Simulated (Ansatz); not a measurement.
Run this with Ansatz's Python interface and show what comes out.

`zro2_plan.py`
```python
'''Dry run for ZrO2: grids, bands and k-points.'''

from dataclasses import dataclass

import ansatz


@dataclass
class Options:
    scf_tol: float = 1e-07
    occupations: str = 'Marzari-Vanderbilt'
    kgrid: tuple[int, ...] = (5, 5, 4)
    ecut: int = 470


settings = Options()

lattice = ansatz.Lattice.of(
    (3.5961, 0.0, 0.0),
    (0.0, 3.5961, 0.0),
    (0.0, 0.0, 5.177),
)
sites = [
    ('Zr', (0.0, 0.0, 0.0)),
    ('Zr', (0.5, 0.5, 0.5)),
    ('O', (0.0, 0.5, 0.203)),
    ('O', (0.0, 0.5, 0.703)),
    ('O', (0.5, 0.0, 0.297)),
    ('O', (0.5, 0.0, 0.797)),
]
structure = ansatz.Crystal(lattice=lattice)
for symbol, position in sites:
    structure = structure.atom(symbol, position)

model = (
    structure.calculation()
    .scf(tolerance=settings.scf_tol)
    .occupations(settings.occupations)
    .kpoints(*settings.kgrid)
    .basis(settings.ecut)
    .functional(ansatz.Functional.PBE)
)
session = model.session()
print('features:', ', '.join(session.active_features))
print('SCF threshold (eV):', session.dr2_threshold)
planned = session.plan(dry_run=True)
told = planned.describe()
for name in ('ecut_ev', 'ecutrho_ev', 'n_bands', 'nominal_top_band', 'n_pw_range', 'fft_dense', 'fft_smooth', 'n_sym_ops', 'cell_volume_ang3'):
    print(f'{name:18s} {told[name]}')
print('irreducible k-points and weights')
for k, weight in zip(told.kpoints_frac, told.kweights):
    print(f'  {k[0]:8.4f} {k[1]:8.4f} {k[2]:8.4f}  {weight:.5f}')
```

```console
$ python zro2_plan.py
features: AnyPaw, Paw, PbeFamilyXc, FractionalOccupations, ColdSmearing
SCF threshold (eV): 1e-07
ecut_ev            470.0
ecutrho_ev         1880.0
n_bands            30
nominal_top_band   24
n_pw_range         [1523, 1586]
fft_dense          [27, 27, 40]
fft_smooth         [25, 25, 40]
n_sym_ops          16
cell_volume_ang3   66.94862858216999
irreducible k-points and weights
    0.0000   0.0000   0.0000  0.01000
    0.0000   0.0000   0.2500  0.02000
    0.0000   0.0000  -0.5000  0.01000
    0.0000   0.2000   0.0000  0.04000
    0.0000   0.2000   0.2500  0.08000
    0.0000   0.2000  -0.5000  0.04000
    0.0000   0.4000   0.0000  0.04000
    0.0000   0.4000   0.2500  0.08000
    0.0000   0.4000  -0.5000  0.04000
    0.2000   0.2000   0.0000  0.04000
    0.2000   0.2000   0.2500  0.08000
    0.2000   0.2000  -0.5000  0.04000
    0.2000   0.4000   0.0000  0.08000
    0.2000   0.4000   0.2500  0.16000
    0.2000   0.4000  -0.5000  0.08000
    0.4000   0.4000   0.0000  0.04000
    0.4000   0.4000   0.2500  0.08000
    0.4000   0.4000  -0.5000  0.04000
```
